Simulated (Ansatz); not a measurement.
Theory: Ansatz, DFT PBEsol, scalar-relativistic, plane waves, PAW.

Cutoff 420 eV; k points 8×8×8 on the computed 2-atom cell (Γ-centred); Gaussian smearing, width 0.02 eV; no spin polarisation.

```xyz
2
Lattice="0.0000 3.4100 3.4100 3.4100 0.0000 3.4100 3.4100 3.4100 0.0000" Properties=species:S:1:pos:R:3 pbc="T T T"
Ba    0.0445   -0.0047   -0.0051
Te    3.4100    3.4100    3.4100
```

Question: Is this geometry at equilibrium? Which atom feels the largest force?

Answer: It isn't. Atom 2 (Te) feels (0.12, -0.01, -0.01) eV/Å, 0.124 eV/Å in size, and symmetry-related atoms feel the same size.

Question: Give all forces and the stress.

Answer:
```json
{"atom": "Ba1", "Fx": "-0.123", "Fy": "0.013", "Fz": "0.014"}
{"atom": "Te2", "Fx": "0.123", "Fy": "-0.013", "Fz": "-0.014"}
```
Stress (GPa, compression positive):
```
1.98 0.00 0.00
0.00 1.90 0.00
0.00 0.00 1.90
```